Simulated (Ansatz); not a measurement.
Wanted: the native input for an Ansatz 0.2.0 run.

| Quantity | Value |
| --- | --- |
| Task | relaxation of cell and atoms |
| Functional | BLYP |
| Dispersion | D3(BJ) |
| Potentials or basis | Ansatz PAW |
| Cutoff | 420 eV (not typed: the program's choice for these potentials) |
| k mesh | 7 × 7 × 7 |
| Occupations | fermi-dirac, width 0.05 eV |
| Spin | no spin polarisation |

Crystal: SiO2.

```
CELL_PARAMETERS angstrom
0.00000 4.71626 7.36278
2.35958 0.00000 7.36278
2.35958 4.71626 0.00000
ATOMIC_POSITIONS crystal
Si 0.93677 0.93677 0.56323
Si 0.68677 0.68677 0.31323
Si 0.31323 0.31323 0.68677
Si 0.56323 0.56323 0.93677
O 0.06344 0.43656 0.06344
O 0.43656 0.06344 0.43656
O 0.81344 0.18656 0.81344
O 0.18656 0.81344 0.18656
O 0.12500 0.62500 0.62500
O 0.62500 0.62500 0.62500
O 0.62500 0.62500 0.12500
O 0.62500 0.12500 0.62500
```

The cell comes from a database or a generator and needn't be the stable form of this composition.

These files were run (other wordings do the same):

input.yaml

```yaml
crystal:
  lattice:
    - [0.0, 4.71625711, 7.3627753715]
    - [2.3595806657, 0.0, 7.3627753715]
    - [2.3595806657, 4.71625711, 0.0]
  atoms:
    - { symbol: Si, position: [0.93676892, 0.93676892, 0.56323108] }
    - { symbol: Si, position: [0.68676892, 0.68676892, 0.31323108] }
    - { symbol: Si, position: [0.31323108, 0.31323108, 0.68676892] }
    - { symbol: Si, position: [0.56323108, 0.56323108, 0.93676892] }
    - { symbol: O, position: [0.0634396, 0.4365604, 0.0634396] }
    - { symbol: O, position: [0.4365604, 0.0634396, 0.4365604] }
    - { symbol: O, position: [0.8134396, 0.1865604, 0.8134396] }
    - { symbol: O, position: [0.1865604, 0.8134396, 0.1865604] }
    - { symbol: O, position: [0.125, 0.625, 0.625] }
    - { symbol: O, position: [0.625, 0.625, 0.625] }
    - { symbol: O, position: [0.625, 0.625, 0.125] }
    - { symbol: O, position: [0.625, 0.125, 0.625] }
hamiltonian:
  xc: blyp
  pseudopotentials: { kind: paw }
  dispersion: d3bj
kpoints:
  mp_grid: { grid: [7, 7, 7] }
scf:
  occupations: { method: fermi_dirac, width: 0.05 }
output:
  forces: true
  stress: true
  eigenvalues: true
relax:
  f_tol: 0.01
  max_steps: 40
  cell: { stress_tol: 0.05 }
```

Potentials or basis: Ansatz PAW.

Launch:

```sh
$ ansatz run input.yaml --threads 4 --pin off --max-ram 11264MiB --backend cpu --events-out ev --progress --plain --runs-dir out
```

It gave:

| Quantity | Value |
| --- | --- |
| Relaxed volume | 13.77 Å³/atom |
| Relaxed cell | a = 8.781 Å, b = 7.772 Å, c = 5.280 Å, α = 82.17°, β = 61.27°, γ = 36.56° |
| Space group after relaxing (to 0.05 Å) | Fddd (No. 70) |
| Energy gained by relaxing | 2.4 meV/atom |
| Ionic steps | 9 |
| Pressure after relaxing | 0.0 GPa |
| Band gap on the k mesh | 5.74 eV, direct |

Caveat: odd divisions of the mesh miss points on the zone boundary, where band edges often lie, so the gap on the mesh can be too wide; the plane-wave basis is chosen anew once the cell has moved, so the energies of steps on either side of that aren't comparable; the pressure holds a Pulay correction of +0.7 GPa for the finite cutoff; the PAW data sets come from PBE, with cores solved anew for the run's functional, which leaves a small shift of forces and pressure.

Wall time 76 s on 4 threads of Arm Neoverse V2 (shared host), peak memory 0.75 GiB.
